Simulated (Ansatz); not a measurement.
**(001) slab of rocksalt BaS, 9.5 Å thick as cut, bare faces**

Ansatz, PAW, plane waves, no spin–orbit coupling unless named; atoms relaxed with PBEsol, the curve by HSE06. The curve holds the local part of the PAW potentials, so its shape inside matter depends on the files.

```
S Ba
1.0
     3.16603    3.16603    0.00000
    -3.16603    3.16603    0.00000
     0.00000    0.00000   22.49809
S Ba
4 4
Direct
  0.50059 0.50071 0.29182
  0.50076 0.50112 0.57140
  0.00070 0.00126 0.42842
  0.00060 0.00118 0.70790
  0.00057 0.00121 0.29116
  0.00060 0.00125 0.57018
  0.50054 0.50149 0.42945
  0.50064 0.50124 0.70856
```

Planar mean of the electrostatic potential energy along the normal, from the vacuum level:

```tsv
z (Å)	v (eV)
0.00	0.00
0.28	0.00
0.70	0.00
0.98	0.00
1.41	0.00
1.69	0.00
1.97	0.00
2.39	-0.01
2.67	-0.01
3.09	-0.01
3.37	-0.02
3.66	-0.03
4.08	-0.07
4.36	-0.13
4.78	-0.37
5.06	-0.77
5.48	-2.56
5.77	-5.60
6.05	-9.71
6.47	-12.95
6.75	-12.57
7.17	-8.15
7.45	-4.16
7.73	-1.81
8.16	-1.00
8.44	-1.64
8.86	-5.52
9.14	-9.70
9.42	-12.42
9.84	-12.65
10.12	-10.22
10.55	-4.36
10.83	-2.02
11.25	-1.10
11.53	-1.49
11.81	-3.03
12.23	-8.33
12.51	-11.77
12.94	-12.94
13.22	-11.27
13.50	-7.52
13.92	-2.39
14.20	-1.16
14.62	-1.27
14.90	-2.78
15.19	-6.10
15.61	-11.67
15.89	-12.98
16.31	-11.28
16.59	-7.54
16.87	-3.78
17.30	-1.09
17.58	-0.51
18.00	-0.16
18.28	-0.08
18.56	-0.04
18.98	-0.01
19.26	0.00
19.69	0.00
19.97	0.00
20.39	0.00
20.67	0.00
20.95	0.00
21.37	0.00
21.65	0.00
22.08	0.00
22.36	0.00
```

(1) How far below the vacuum level do the top filled and the lowest empty level lie, by each functional?

Answers

(1) PBEsol: 4.23 and 2.24 eV (gap 1.99 eV, a 6×6×1 mesh); HSE06: 4.75 and 1.73 eV (gap 3.02 eV, a 4×4×1 mesh). Either level can be a surface state and not a band edge of the crystal.
